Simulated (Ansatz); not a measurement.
Tc:

```
Tc
1.0
     2.73936    0.00000    0.00000
    -1.36968    2.37235    0.00000
     0.00000    0.00000    8.76968
Tc
4
Direct
  0.66667 0.33333 0.75000
  0.00000 0.00000 0.50000
  0.33333 0.66667 0.25000
  0.00000 0.00000 0.00000
```

```yaml
Program: Ansatz 0.2.0
Task: relaxation of cell and atoms
Functional: PBEsol
Dispersion: D3(BJ)-ATM
Potentials_or_basis: Ansatz PAW earlier set
Cutoff: "500 eV (not typed: the program's choice for these potentials)"
k_mesh: 11 × 11 × 3
Occupations: fermi-dirac, width 0.05 eV
Spin: no spin polarisation
```

At the start: volume 14.25 Å³/atom.

Task: Where does the relaxation end?

Result: It ends after 5 steps and the volume is 13.78 Å³/atom (-3.3 %); space group P6_3/mmc (No. 194, to 0.05 Å).

Step by step:
| step | energy change (eV) | largest force (eV/Å) | volume (Å³) |
| --- | --- | --- | --- |
| 1 | 0.0000 | 0.0000 | 56.99 |
| 2 | -0.0648 | 0.0000 | 55.30 |
| 3 | -0.0655 | 0.0000 | 55.11 |
| 4 | -0.0655 | 0.0000 | 55.12 |
| 5 | -0.0653 | 0.0000 | 55.12 |

Final structure:
```
Tc
1.0
     2.70467    0.00000    0.00000
    -1.35233    2.34231    0.00000
     0.00000    0.00000    8.70096
Tc
4
Direct
  0.66667 0.33333 0.75000
  0.00000 0.00000 0.50000
  0.33333 0.66667 0.25000
  0.00000 0.00000 0.00000
```

Caveat: the plane-wave basis is chosen anew once the cell has moved, so the energies of steps on either side of that aren't comparable; pairwise dispersion overbinds metals, which lowers pressure and volume; the PAW data sets come from PBE, with cores solved anew for the run's functional, which leaves a small shift of forces and pressure.
